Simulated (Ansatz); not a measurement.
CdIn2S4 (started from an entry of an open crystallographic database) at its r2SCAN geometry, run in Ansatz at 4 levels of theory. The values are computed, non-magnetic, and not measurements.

The LDA input:
```yaml
crystal:
  lattice:
    - [0.0, 5.4588167505, 5.4588167505]
    - [5.4588167505, 0.0, 5.4588167505]
    - [5.4588167505, 5.4588167505, 0.0]
  atoms:
    - { symbol: Cd, position: [0.0, 0.0, 0.0] }
    - { symbol: Cd, position: [0.25, 0.25, 0.25] }
    - { symbol: In, position: [0.625, 0.625, 0.625] }
    - { symbol: In, position: [0.125, 0.625, 0.625] }
    - { symbol: In, position: [0.625, 0.625, 0.125] }
    - { symbol: In, position: [0.625, 0.125, 0.625] }
    - { symbol: S, position: [0.3845143204, 0.3845143204, 0.3845143204] }
    - { symbol: S, position: [0.4035429611, 0.8654856796, 0.8654856796] }
    - { symbol: S, position: [0.3845143204, 0.3845143204, 0.8464570389] }
    - { symbol: S, position: [0.8654856796, 0.4035429611, 0.8654856796] }
    - { symbol: S, position: [0.8464570389, 0.3845143204, 0.3845143204] }
    - { symbol: S, position: [0.8654856796, 0.8654856796, 0.8654856796] }
    - { symbol: S, position: [0.3845143204, 0.8464570389, 0.3845143204] }
    - { symbol: S, position: [0.8654856796, 0.8654856796, 0.4035429611] }
kpoints:
  mp_grid: { grid: [4, 4, 4] }
  band_path:
    path:
      - [0.0, 0.0, 0.0]
      - [0.5, 0.0, 0.5]
      - [0.625, 0.25, 0.625]
      - [0.375, 0.375, 0.75]
      - [0.5, 0.5, 0.5]
      - [0.5, 0.25, 0.75]
      - [0.0, 0.291667, -0.291667]
    npoints: 1
hamiltonian:
  xc: lda
scf:
  occupations: { method: fixed }
  n_extra_bands: 7
output:
  forces: true
  stress: true
  eigenvalues: true
```

Main results, then, where recorded, the levels near the gap in eV from the Fermi energy (columns number the bands from 0), one row a point of the path (Γ, X, U, K, L, W, K–Γ (0.22)):
```
Crystal: 14 atoms, lattice volume = 325.331 Å³
Symmetry: 48 space group operations
Space group: Fd-3m (ITA 227)
```
```
Basis set: ecut = 420 eV, 6375 PW (Γ)
k-points: 8 of 64
SCF 1 converged in 8 iterations: F = -45029.277370 eV  dr2 = 5.62e-9
Free energy (F): -45029.277370 eV
Fermi energy:    6.343758 eV
--- Forces (eV/Å), atoms counted from 1 ---
  atom   1  Cd      0.00000      0.00000      0.00000
  atom   2  Cd      0.00000      0.00000      0.00000
  atom   3  In      0.00000      0.00000      0.00000
  atom   4  In      0.00000      0.00000      0.00000
  atom   5  In      0.00000      0.00000      0.00000
  atom   6  In      0.00000      0.00000      0.00000
  atom   7  S       0.01315      0.01315      0.01315
  atom   8  S     -0.01315      0.01315      0.01315
  atom   9  S     -0.01315    -0.01315      0.01315
  atom  10  S       0.01315    -0.01315      0.01315
  atom  11  S       0.01315    -0.01315    -0.01315
  atom  12  S     -0.01315    -0.01315    -0.01315
  atom  13  S     -0.01315      0.01315    -0.01315
  atom  14  S       0.01315      0.01315    -0.01315
--- Stress (GPa, compression-positive) ---
       -3.382902       0.000000       0.000000
        0.000000      -3.382902       0.000000
        0.000000       0.000000      -3.382902
  P = ⅓ Tr σ = -3.3829 GPa (-33.829 kbar)
```
```tsv
band_66	band_67	band_68	band_69	band_70	band_71	band_72
-0.188	-0.108	-0.108	-0.108	0.918	1.792	1.792
-0.381	-0.381	-0.121	-0.121	3.095	3.095	3.370
-0.780	-0.549	-0.323	-0.022	3.080	3.220	3.313
-0.780	-0.549	-0.323	-0.022	3.080	3.220	3.313
-0.352	-0.352	-0.045	-0.045	2.685	2.850	2.850
-0.737	-0.737	-0.219	-0.219	3.241	3.241	3.357
-0.639	-0.617	-0.382	0.007	2.857	3.054	3.095
```

With LDA the valence top lies at K–Γ (0.22 of the way from K) and the conduction bottom at Γ, 0.91 eV higher; the smallest vertical gap, at Γ, is 1.03 eV.

PBE+SOC. Against the first input these blocks differ (the band path and keys that only write files left aside):
```yaml
hamiltonian:
  xc: pbe
scf:
  occupations: { method: fermi_dirac, width: 0.02 }
  n_extra_bands: 14
magnetization:
  noncollinear: true
  spin_orbit: true
```

```
Basis set: ecut = 420 eV, 6375 PW (Γ)
k-points: 8 of 64
SCF 1 converged in 9 iterations: F = -46138.370173 eV  dr2 = 4.41e-8
Free energy (F): -46138.370173 eV
Fermi energy:    7.225498 eV
--- Forces (eV/Å), atoms counted from 1 ---
  atom   1  Cd      0.00000      0.00000      0.00000
  atom   2  Cd      0.00000      0.00000      0.00000
  atom   3  In      0.00000      0.00000      0.00000
  atom   4  In      0.00000      0.00000      0.00000
  atom   5  In      0.00000      0.00000      0.00000
  atom   6  In      0.00000      0.00000      0.00000
  atom   7  S     -0.03167    -0.03167    -0.03167
  atom   8  S       0.03167    -0.03167    -0.03167
  atom   9  S       0.03167      0.03167    -0.03167
  atom  10  S     -0.03167      0.03167    -0.03167
  atom  11  S     -0.03167      0.03167      0.03167
  atom  12  S       0.03167      0.03167      0.03167
  atom  13  S       0.03167    -0.03167      0.03167
  atom  14  S     -0.03167    -0.03167      0.03167
--- Stress (GPa, compression-positive) ---
        1.842263       0.000000       0.000000
        0.000000       1.842263       0.000000
        0.000000       0.000000       1.842263
  P = ⅓ Tr σ = 1.8423 GPa (18.423 kbar)
```

PBE+SOC gives an indirect gap of 1.20 eV, from K–Γ (0.22 of the way from K) to Γ; the least direct gap is 1.30 eV at Γ. With the atoms held, the mean pressure is +1.84 GPa (compression positive).

r2SCAN. Against the first input these blocks differ (the band path and keys that only write files left aside):
```yaml
hamiltonian:
  xc: r2scan
```

```
Basis set: ecut = 500 eV, 8363 PW (Γ)
k-points: 8 of 64
SCF 1 converged in 7 iterations: F = -46241.566777 eV  dr2 = 5.32e-8
Free energy (F): -46241.566777 eV
Fermi energy:    6.329204 eV
--- Forces (eV/Å), atoms counted from 1 ---
  atom   1  Cd      0.00000      0.00000      0.00000
  atom   2  Cd      0.00000      0.00000      0.00000
  atom   3  In      0.00000      0.00000      0.00000
  atom   4  In      0.00000      0.00000      0.00000
  atom   5  In      0.00000      0.00000      0.00000
  atom   6  In      0.00000      0.00000      0.00000
  atom   7  S     -0.00002    -0.00002    -0.00002
  atom   8  S       0.00002    -0.00002    -0.00002
  atom   9  S       0.00002      0.00002    -0.00002
  atom  10  S     -0.00002      0.00002    -0.00002
  atom  11  S     -0.00002      0.00002      0.00002
  atom  12  S       0.00002      0.00002      0.00002
  atom  13  S       0.00002    -0.00002      0.00002
  atom  14  S     -0.00002    -0.00002      0.00002
--- Stress (GPa, compression-positive) ---
       -0.004759       0.000000       0.000000
        0.000000      -0.004759       0.000000
        0.000000       0.000000      -0.004759
  P = ⅓ Tr σ = -0.0048 GPa (-0.048 kbar)
```
```tsv
band_66	band_67	band_68	band_69	band_70	band_71	band_72
-0.201	-0.114	-0.114	-0.114	1.774	2.356	2.356
-0.365	-0.365	-0.126	-0.126	3.722	3.722	3.950
-0.751	-0.537	-0.326	-0.023	3.681	3.858	3.895
-0.751	-0.537	-0.326	-0.023	3.681	3.858	3.895
-0.338	-0.338	-0.048	-0.048	3.350	3.438	3.438
-0.706	-0.706	-0.220	-0.220	3.830	3.830	3.994
-0.621	-0.605	-0.386	0.007	3.459	3.638	3.720
```

With r2SCAN the valence top lies at K–Γ (0.22 of the way from K) and the conduction bottom at Γ, 1.77 eV higher; the smallest vertical gap, at Γ, is 1.89 eV. The mean stress is close to zero (0.00 GPa).

HSE06. Against the first input these blocks differ (the band path and keys that only write files left aside):
```yaml
kpoints:
  mp_grid: { grid: [2, 2, 2] }
hamiltonian:
  xc: hse06
```

```
Basis set: ecut = 420 eV, 6375 PW (Γ)
k-points: 3 of 8
SCF 1 stopped early in 4 iterations: F = -46124.895952 eV  dr2 = 5.83e-5
Exchange kernel: α = 0.2500, screened, ω = 0.2079 Å⁻¹, Wigner–Seitz truncation, v(0) = 1021.3675 eV·Å³, q-mesh 2×2×2
SCF 2 stopped early in 6 iterations: F = -46153.254592 eV  dr2 = 8.70e-6
hybrid outer 1: dexx = +5.856e-2 eV, tail = 1.14e-4 eV
SCF 3 converged in 5 iterations: F = -46153.253475 eV  dr2 = 1.73e-9
hybrid outer 2: dexx = +9.585e-7 eV, tail = 5.52e-8 eV, Δε = 3.12e-3 eV, ΔF = 4.50e-3 eV/Å
Free energy (F): -46153.253475 eV
Fermi energy:    5.934950 eV
--- Forces (eV/Å), atoms counted from 1 ---
  atom   1  Cd      0.00000      0.00000      0.00000
  atom   2  Cd      0.00000      0.00000      0.00000
  atom   3  In      0.00000      0.00000      0.00000
  atom   4  In      0.00000      0.00000      0.00000
  atom   5  In      0.00000      0.00000      0.00000
  atom   6  In      0.00000      0.00000      0.00000
  atom   7  S       0.08130      0.08130      0.08130
  atom   8  S     -0.08130      0.08130      0.08130
  atom   9  S     -0.08130    -0.08130      0.08130
  atom  10  S       0.08130    -0.08130      0.08130
  atom  11  S       0.08130    -0.08130    -0.08130
  atom  12  S     -0.08130    -0.08130    -0.08130
  atom  13  S     -0.08130      0.08130    -0.08130
  atom  14  S       0.08130      0.08130    -0.08130
--- Stress (GPa, compression-positive) ---
       -0.115681       0.000000       0.000000
        0.000000      -0.115681       0.000000
        0.000000       0.000000      -0.115681
  P = ⅓ Tr σ = -0.1157 GPa (-1.157 kbar)
```
```tsv
band_66	band_67	band_68	band_69	band_70	band_71	band_72
-0.166	-0.068	-0.068	-0.068	2.284	2.959	2.959
-0.333	-0.333	-0.082	-0.082	4.381	4.381	4.647
-0.737	-0.513	-0.287	0.027	4.358	4.530	4.595
-0.737	-0.513	-0.287	0.027	4.358	4.530	4.595
-0.305	-0.305	0.000	0.000	3.991	4.108	4.108
-0.698	-0.698	-0.178	-0.178	4.524	4.524	4.675
-0.607	-0.584	-0.350	0.059	4.119	4.321	4.389
```

The HSE06 gap is indirect, 2.22 eV (K–Γ (0.22 of the way from K) to Γ), below the direct gap of 2.35 eV at Γ. The mean stress, -0.1 GPa, is small, and the program warns that its thresholds are loose for a hybrid's stress.

Small level splittings and stresses of the hybrids carry the error of their coarser meshes.

Totals of different functionals, or with and without spin-orbit coupling, can't be compared.

Only the levels marked +SOC include spin-orbit coupling.

The meshes of the hybrids are coarse, so their gaps aren't converged to the digits shown.
